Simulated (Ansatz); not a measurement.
# Ti3Al5: pressure against volume

Ti3Al5, P4/mmm, a = 3.898 Å, c = 8.325 Å. The structure is a Materials Project entry; whether it is the stable form wasn't checked. Ansatz: r2SCAN, PAW, 500 eV, Γ-centred 10×10×4 mesh on 8 atoms, Gaussian smearing 0.10 eV; no spin polarisation. Shape and atoms are relaxed at each volume; pressure is positive in compression.

```
V (Å³/atom) P (GPa)
     13.916        ?
     14.391    13.29
     14.865     8.19
     15.339     3.79
     15.814     0.00
     16.288    -3.27
     16.763    -6.08
     17.395    -9.22
```

Take V0 = 15.814 Å³/atom, fit the third-order Birch–Murnaghan form to the other rows, and predict the missing pressure.

With the Eulerian strain f = ½[(V0/V)^(2/3) − 1] and y = P/[3f(1 + 2f)^(5/2)], the form is the line y = B0 + 1.5 B0 (B0′ − 4) f. Rows (f, y): 0.03244, 116.7; 0.02106, 116.9; 0.01027, 116.9; -0.00975, 117.4; -0.01905, 117.2; -0.03077, 117.1. Means f = 0.0007000, y = 117.03; Σ(Δf)² = 0.003003, ΣΔfΔy = -0.02379; the slope is their ratio. y = 117.0 − 7.922 f GPa, so B0 = 117.0 GPa and B0′ = 4 + 2 × (-7.922)/(3 × 117.0) = 3.95. At V = 13.916, f = 0.04449, y = 116.65 and P = 19.27 GPa. The run gave 19.23 GPa, so the fit is 0.04 GPa too high, a small miss on the scale of the series.

Ti3Al5 resists compression about as well as elemental titanium and clearly better than aluminium, with B0 = 117.0 GPa. The probable reason is hybridisation between Ti 3d and Al 3p states, which adds directional bonding to the metallic cohesion. Pressure climbs faster on compression than it falls on expansion, because overlap repulsion and the kinetic energy of the confined electrons grow steeply while the bonding weakens more gradually.

With B0′ close to 4, the energy is almost quadratic in Eulerian strain, so the extrapolation to the smallest volume works well. The slight remaining slope is less secure: y doesn't fall steadily with f but peaks at mild expansion and drops again in the two most expanded rows. This hints at a small higher-order term, and the overestimate at the smallest volume has the sign such a downward curvature would give. The smooth curve shows no abrupt change in compressibility, but a volume-only response can't tell how the stiffness is divided between the a and c axes.
